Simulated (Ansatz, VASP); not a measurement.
**GaN in VASP and in Ansatz**

```
Ga N
1.0
     0.00000    2.12960    2.12960
     2.12960    0.00000    2.12960
     2.12960    2.12960    0.00000
Ga N
1 1
Cartesian
  0.0000 0.0000 0.0000
  2.1296 2.1296 2.1296
```

Change from the starting cell: hydrostatic strain +1.0%.

Alike in both runs: task single point; functional PBE; k mesh 10 × 10 × 10; occupations fermi-dirac, width 0.02 eV; no spin polarisation.

```csv
,VASP,Ansatz
version,VASP 6.6.1,Ansatz 0.2.0
potentials or method,"VASP PAW PBE potentials, release 64 (Ga_d, N)","plane waves, PAW"
plane-wave cutoff (eV),520,420
valence electrons in the cell,18,18
```

```tsv
	VASP	Ansatz	Ansatz less VASP
pressure (GPa)	2.1	1.3	-0.77
```

The functional is the same, so the differences come from potentials, cutoffs and numerics.
